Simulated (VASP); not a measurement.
# Mg (P6_3/mmc) in VASP: settings compared, part 2 of 2

VASP 6.6.1.

## 5. Band structure, PBEsol0

The input, POSCAR:

```
Mg
1.0
    3.2093000000      0.0000000000      0.0000000000
   -1.6046500000      2.7793353284      0.0000000000
    0.0000000000      0.0000000000      5.2103000000
Mg
2
Direct
    0.6666666667      0.3333333333      0.7500000000
    0.3333333333      0.6666666667      0.2500000000
```

The input, INCAR.step1:

```
ALGO = Normal
EDIFF = 1E-5
ENCUT = 520
GGA = PE
ISIF = 2
ISMEAR = -1
LASPH = True
LCHARG = False
LREAL = False
LWAVE = True
NBANDS = 9
NELM = 100
PREC = Accurate
SIGMA = 0.05
```

The input, INCAR.step2:

```
AEXX = 0.25
ALGO = Normal
EDIFF = 1E-6
ENCUT = 520
GGA = PS
ISIF = 2
ISMEAR = -1
ISTART = 1
LASPH = True
LCHARG = False
LHFCALC = True
LREAL = False
LWAVE = False
NBANDS = 9
NELM = 100
PREC = Accurate
PRECFOCK = Fast
SIGMA = 0.05
```

The input, KPOINTS:

```
k-points
0
Gamma
  5 5 3
```

The input, KPOINTS_OPT:

```
path GMKGALHA,LM,KH
10
line-mode
reciprocal
 0.0000000000  0.0000000000  0.0000000000  G
 0.5000000000  0.0000000000  0.0000000000  M

 0.5000000000  0.0000000000  0.0000000000  M
 0.3333333333  0.3333333333  0.0000000000  K

 0.3333333333  0.3333333333  0.0000000000  K
 0.0000000000  0.0000000000  0.0000000000  G

 0.0000000000  0.0000000000  0.0000000000  G
 0.0000000000  0.0000000000  0.5000000000  A

 0.0000000000  0.0000000000  0.5000000000  A
 0.5000000000  0.0000000000  0.5000000000  L

 0.5000000000  0.0000000000  0.5000000000  L
 0.3333333333  0.3333333333  0.5000000000  H

 0.3333333333  0.3333333333  0.5000000000  H
 0.0000000000  0.0000000000  0.5000000000  A

 0.5000000000  0.0000000000  0.5000000000  L
 0.5000000000  0.0000000000  0.0000000000  M

 0.3333333333  0.3333333333  0.0000000000  K
 0.3333333333  0.3333333333  0.5000000000  H
```

Potentials or basis: VASP PAW PBE potentials, release 64 (Mg).

The run is started by

```
> cat potpaw_PBE.64/Mg/POTCAR > POTCAR
> cp INCAR.step1 INCAR
> mpirun -np 1 vasp_std > vasp.out
> cp INCAR.step2 INCAR
> mpirun -np 1 vasp_std > vasp.out
```

OUTCAR:

```text
AEXX = 0.25
   EDIFF = 1E-6
   ENCUT = 520
   GGA = PS
   ISIF = 2
   ISMEAR = -1
   ISTART = 1
   LASPH = True
   LHFCALC = True
   LREAL = False
   NELM = 100
   PREC = Accurate
   PRECFOCK = Fast

 ion  position               nearest neighbor table
   1  0.667  0.333  0.750-   2 3.20   2 3.20   2 3.20   2 3.20   2 3.20   2 3.20
   2  0.333  0.667  0.250-   1 3.20   1 3.20   1 3.20   1 3.20   1 3.20   1 3.20

  LATTYP: Found a hexagonal cell.
 ALAT       =     3.2093000000
 C/A-ratio  =     1.6235004518

  Lattice vectors:

 A1 = (   3.2093000000,   0.0000000000,   0.0000000000)
 A2 = (  -1.6046500000,   2.7793353284,   0.0000000000)
 A3 = (   0.0000000000,   0.0000000000,   5.2103000000)

Analysis of symmetry for initial positions (statically):
=====================================================================
 Subroutine PRICEL returns:
 Original cell was already a primitive cell.

 Routine SETGRP: Setting up the symmetry group for a
 hexagonal supercell.

 Subroutine GETGRP returns: Found 24 space group operations
 (whereof 12 operations were pure point group operations)
 out of a pool of 24 trial point group operations.

The static configuration has the point symmetry D_3d.
[... 165 lines left out ...]
  band No.  band energies     occupation
      1      -5.8942      2.00000
      2       0.1818      2.00000
      3       0.7021      2.00000
      4      14.5591      0.00000
      5      14.5591      0.00000
      6      14.6838      0.00000
      7      14.6838      0.00000
      8      15.4613      0.00000
      9      17.0799      0.00000
[... 97 lines left out ...]
 k-point    10 :       0.4000    0.2000    0.3333
  band No.  band energies     occupation
      1       1.0013      2.00000
      2       1.0241      2.00000
      3       3.7671      0.00000
      4       3.8374      0.00000
      5       6.1175      0.00000
      6       7.8951      0.00000
      7      11.3961      0.00000
      8      11.7027      0.00000
      9      15.0361      0.00000

------------------------ aborting loop because EDIFF is reached ----------------------------------------

  FORCE on cell =-STRESS in cart. coord.  units (eV):
  Direction    XX          YY          ZZ          XY          YZ          ZX
  --------------------------------------------------------------------------------------
  -------------------------------------------------------------------------------------
  Total       -0.4404794     -0.4404794     -0.2240617      0.0000000     -0.0000000      0.0000000
  in kB      -15.1852594    -15.1852594     -7.7243917      0.0000000     -0.0000000      0.0000000
  external PRESSURE =     -12.6983035 kB  Pullay stress =       0.0000000 kB

 VOLUME and BASIS-vectors are now :
 -----------------------------------------------------------------------------
  energy-cutoff  :      520.00
  volume of cell :       46.47
      direct lattice vectors                 reciprocal lattice vectors
     3.209300000  0.000000000  0.000000000     0.311594429  0.179899127  0.000000000
    -1.604650000  2.779335328  0.000000000     0.000000000  0.359798255  0.000000000
     0.000000000  0.000000000  5.210300000     0.000000000  0.000000000  0.191927528

 POSITION                                       TOTAL-FORCE (eV/Angst)
 -----------------------------------------------------------------------------------
      1.60465      0.92645      3.90773         0.000000     -0.000000      0.000000
     -0.00000      1.85289      1.30258        -0.000000      0.000000     -0.000000
 -----------------------------------------------------------------------------------
    total drift:                               -0.000000     -0.000000     -0.000000

  FREE ENERGIE OF THE ION-ELECTRON SYSTEM (eV)
  ---------------------------------------------------
  free  energy   TOTEN  =        -3.4477404544 eV

  energy  without entropy=       -3.4441345735  energy(sigma->0) =       -3.44593751
```

OUTCAR.step1:

```text
EDIFF = 1E-5
   ENCUT = 520
   GGA = PE
   ISIF = 2
   ISMEAR = -1
[... 328 lines left out ...]
 -----------------------------------------------------------------------------------
      1.60465      0.92645      3.90773        -0.000000     -0.000000      0.000000
     -0.00000      1.85289      1.30258         0.000000      0.000000      0.000000
 -----------------------------------------------------------------------------------
    total drift:                                0.000000     -0.000000      0.000000

  FREE ENERGIE OF THE ION-ELECTRON SYSTEM (eV)
  ---------------------------------------------------
  free  energy   TOTEN  =        -3.0787487227 eV

  energy  without entropy=       -3.0751227682  energy(sigma->0) =       -3.07693575
```

OSZICAR.step1:

```text
N       E                     dE             d eps       ncg     rms          rms(c)
DAV:   1    -0.275507223117E+00   -0.27551E+00   -0.12890E+03   180   0.311E+02
DAV:   2    -0.305023366427E+01   -0.27747E+01   -0.25953E+01   227   0.263E+01
DAV:   3    -0.309166296008E+01   -0.41429E-01   -0.41393E-01   251   0.282E+00
DAV:   4    -0.309178434899E+01   -0.12139E-03   -0.12139E-03   224   0.150E-01
DAV:   5    -0.309178513065E+01   -0.78166E-06   -0.78171E-06   218   0.117E-02    0.949E-01
DAV:   6    -0.308598296192E+01    0.58022E-02   -0.62671E-04   207   0.194E-01    0.608E-01
DAV:   7    -0.307873746259E+01    0.72455E-02   -0.24095E-03   190   0.337E-01    0.334E-02
DAV:   8    -0.307874993823E+01   -0.12476E-04   -0.15623E-05   250   0.237E-02    0.773E-03
DAV:   9    -0.307874872269E+01    0.12155E-05   -0.12569E-06   105   0.543E-03
   1 F= -.30787487E+01 E0= -.30769357E+01  d E =-.362595E-02
```

Wall time 81 s (1 thread of Intel Xeon 6975P-C (Granite Rapids), shared host); peak memory 0.19 GiB.

Results:

```yaml
Free_energy: -3.4477 eV
Pressure: -1.3 GPa
```

Levels at the corners of the path, in eV from the Fermi level:
| point | band 1 | band 2 | band 3 | band 4 | band 5 | band 6 |
| --- | --- | --- | --- | --- | --- | --- |
| Γ | -8.07 | -2.00 | -1.48 | 12.38 | 12.38 | 12.50 |
| M | -2.22 | -2.20 | 3.72 | 4.09 | 4.37 | 4.81 |
| M | -2.22 | -2.20 | 3.72 | 4.09 | 4.37 | 4.81 |
| K | -0.30 | -0.29 | -0.29 | 5.32 | 5.32 | 5.53 |
| K | -0.30 | -0.29 | -0.29 | 5.32 | 5.32 | 5.53 |
| Γ | -8.07 | -2.00 | -1.48 | 12.38 | 12.38 | 12.50 |
| Γ | -8.07 | -2.00 | -1.48 | 12.38 | 12.38 | 12.50 |
| A | -6.33 | -6.33 | 6.23 | 6.23 | 13.16 | 13.16 |
| A | -6.33 | -6.33 | 6.23 | 6.23 | 13.16 | 13.16 |
| L | -0.85 | -0.85 | 0.15 | 0.15 | 9.41 | 9.41 |
| L | -0.85 | -0.85 | 0.15 | 0.15 | 9.41 | 9.41 |
| H | 0.71 | 0.71 | 1.38 | 1.38 | 2.44 | 2.44 |
| H | 0.71 | 0.71 | 1.38 | 1.38 | 2.44 | 2.44 |
| A | -6.33 | -6.33 | 6.23 | 6.23 | 13.16 | 13.16 |
| L | -0.85 | -0.85 | 0.15 | 0.15 | 9.41 | 9.41 |
| M | -2.22 | -2.20 | 3.72 | 4.09 | 4.37 | 4.81 |
| K | -0.30 | -0.29 | -0.29 | 5.32 | 5.32 | 5.53 |
| H | 0.71 | 0.71 | 1.38 | 1.38 | 2.44 | 2.44 |

Caveat: the k mesh is coarse (spacing up to 0.45 Å⁻¹), so the values aren't converged, least of all with exact exchange; an unscreened hybrid on a path of extra k points without a Coulomb cutoff has errors near the mesh points, so the bands along the path aren't reliable; the PAW data sets were made with another functional, which shifts forces and pressure a little.

## 6. The runs side by side

| level | k mesh | grid for exact exchange (PRECFOCK) | screening parameter | exchange at q = 0 | mesh quality | pressure (GPa) |
| --- | --- | --- | --- | --- | --- | --- |
| TPSS | 10 × 10 × 5 | - | - | - | not flagged | -0.7 |
| HSE06 | 5 × 5 × 3 | Normal | 0.2 1/A | - | coarse | -0.7 |
| SCAN0 | 5 × 5 × 3 | Fast | - | default | coarse | -1.2 |
| PBEsol0 | 5 × 5 × 3 | Fast | - | default | coarse | -1.3 |

Alike in all rows: task band structure; potentials or basis VASP PAW PBE potentials, release 64 (Mg); no spin polarisation; cell as given; cutoff (eV) 520; smearing fermi-dirac 0.05 eV.

Caveats: some runs use coarse meshes; the PAW data sets were made with another functional, which shifts forces and pressure a little; an unscreened hybrid on a path of extra k points without a Coulomb cutoff has errors near the mesh points, so the bands along the path aren't reliable (some runs).

Total energies depend on the potentials used, so only differences within one code and one set of settings carry meaning.
